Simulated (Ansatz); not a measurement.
## S started on a Mg site in rocksalt MgS, 64 atoms, charge 0

All numbers come from Ansatz (PAW, plane waves, no spin–orbit coupling) at the single k point (¼, ¼, ¼) without its symmetry partners. The atoms were relaxed with PBEsol in a fixed cell; other functionals are single points on those atoms unless said otherwise. The valence top and gap of the host come from its small cell on a dense mesh, with the band extrema sought between the mesh points, lined up by the mean potential, PBEsol gap 2.73 eV, HSE06 gap 3.83 eV.

Cell: a = 10.364 Å, b = 10.364 Å, c = 10.364 Å, α = 90.00°, β = 90.00°, γ = 90.00°.

Nearest atoms after relaxation, from the placed atom (for vacancies from the middle of the vacant sites): S at 2.14 Å, S at 2.14 Å, S at 2.78 Å, S at 2.78 Å, S at 2.87 Å, S at 2.90 Å, Mg at 3.39 Å, Mg at 3.47 Å.

Chemical potentials μ are those of reference phases of the elements at zero temperature by the same functional (the usual solids, diamond for C, grey Sn, and the molecules H2, N2, O2, F2, Cl2, Br2 and S8).

| functional | E(defect) − E(host) − Σ nμ + q·E_VBM (eV) | monopole (eV) | alignment (eV) | formation energy at E_F = VBM (eV) | moment (μB) | wall time, shared host |
| --- | --- | --- | --- | --- | --- | --- |
| PBEsol | 5.44 | 0.00 | 0.00 | 5.44 | 0 (no spin) | 12 s on NVIDIA GB200 (relaxation) |
| HSE06 | 6.16 | 0.00 | 0.00 | 6.16 | 0 (no spin) | 13 s on NVIDIA GB200 |

HSE06 one-electron levels near the gap (the ten most localised at most), from the host's valence top:

| level (eV) | spin | filling | atoms sharing it | element of the atom with most weight |
| --- | --- | --- | --- | --- |
| -0.15 | both | 2.00 | 37.9 | spread |
| -0.13 | both | 2.00 | 35.5 | spread |
| 1.07 | both | 2.00 | 4.9 | S |
| 3.38 | both | 0.00 | 7.3 | S |
| 3.88 | both | 0.00 | 6.3 | S |

All elements are taken at their own reference at once; growth conditions in equilibrium with the host shift these energies, by up to the host's formation enthalpy.

One k point and a cell of this size can leave errors of several tenths of an eV in such numbers.
